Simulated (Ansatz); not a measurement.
## MgS: a bulk modulus from differences

It was reached by relaxing an invented guess, and it needn't be the stable form of this composition.

Method: DFT PBE, scalar-relativistic, plane waves, PAW (Ansatz 0.2.0). Plane waves to 420 eV, a 4×4×6 mesh through Γ for the 8-atom cell and 0.02 eV Gaussian smearing; no spin polarisation.

```
Mg S
1.0
     6.96770    0.00000    0.00000
     0.00000    6.96770    0.00000
     0.00000    0.00000    3.69306
Mg S
4 4
Direct
  0.66409 0.66409 0.50000
  0.16409 0.83591 0.25000
  0.33591 0.33591 0.00000
  0.83591 0.16409 0.75000
  0.83169 0.83169 0.00000
  0.33169 0.66831 0.75000
  0.16831 0.16831 0.50000
  0.66831 0.33169 0.25000
```

The cell was set to several volumes, with shape and atoms relaxed at each where symmetry leaves them free. Pressure is positive in compression, and energies count from the lowest row.

| row | V (Å³/atom) | P (GPa) | ΔE (meV/atom) | gap on mesh (eV) |
| --- | --- | --- | --- | --- |
| 1 | 19.722 | 9.30 | 70.2 | 3.44 |
| 2 | 20.395 | ? | ? | ? |
| 3 | 21.067 | 3.94 | 15.7 | 3.14 |
| 4 | 21.739 | 1.81 | 3.7 | 2.99 |
| 5 | 22.412 | 0.00 | 0.0 | 2.85 |
| 6 | 23.084 | -1.56 | 3.4 | 2.71 |
| 7 | 23.756 | -2.92 | 12.9 | 2.58 |
| 8 | 24.653 | -4.42 | 33.5 | 2.41 |

Question: Find B = −V·ΔP/ΔV from rows 4 and 6 and from rows 1 and 3, and from the two its slope B′ and its value B0 at zero pressure.

Answer: Rows 4 and 6 give −(21.739 + 23.084)/2 × (-1.56 − (1.81))/(23.084 − 21.739) = 56.2 GPa at a mean pressure of 0.12 GPa. Rows 1 and 3 give −(19.722 + 21.067)/2 × (3.94 − (9.30))/(21.067 − 19.722) = 81.3 GPa at a mean pressure of 6.62 GPa. So B′ = (81.3 − 56.2)/(6.62 − (0.12)) = 3.86 and B0 = 56.2 − 3.86 × (0.12) = 55.7 GPa. A third-order Birch–Murnaghan fit to all the energies gives B0 = 56.3 GPa and B′ = 4.0.

Question: Estimate the pressure and energy of row 2.

Answer: From row 5, V0 = 22.412 × (1 + (0.00)/55.7) = 22.412 Å³/atom. Murnaghan's form P = (B0/B′)·[(V0/V)^B′ − 1] gives (55.7/3.86) × [(22.412/20.395)^3.86 − 1] = 6.34 GPa; the computed pressure is 6.41 GPa, so the estimate is off by -0.07 GPa. The work of compression from row 3, with the mean of the two pressures, gives ΔE = 15.7 + (6.34 + 3.94)/2 × (21.067 − 20.395)/160.2 × 1000 = 37.3 meV/atom (1 eV/Å³ = 160.2 GPa); the computed value is 37.3 meV/atom.

Question: Fit the gap against pressure through the other rows and estimate it at the computed pressure of row 2.

Answer: Over the 7 rows the mean pressure is 0.8786 GPa and the mean gap is 2.874 eV. The sums of products of deviations are S_xx = 130.4 and S_xy = 9.685, so the slope is 9.685/130.4 = 0.07427 (r = 0.99, rms misfit 0.05 eV). At 6.41 GPa the line gives 2.874 + (0.07427) × (6.41 − 0.8786) = 3.28 eV. The computed value is 3.29 eV, so the line is off by -0.01 eV, no more than the largest miss among the fitted rows (0.07 eV).

Kohn–Sham gaps at this level usually fall short of measured ones. All volumes keep the k mesh of the relaxed cell. A structure relaxed within its symmetry needn't be a true minimum. Another cell of MgS relaxed alike, in Pm-3n, lies 51 meV/atom lower, so this cell isn't the stable form at this level.
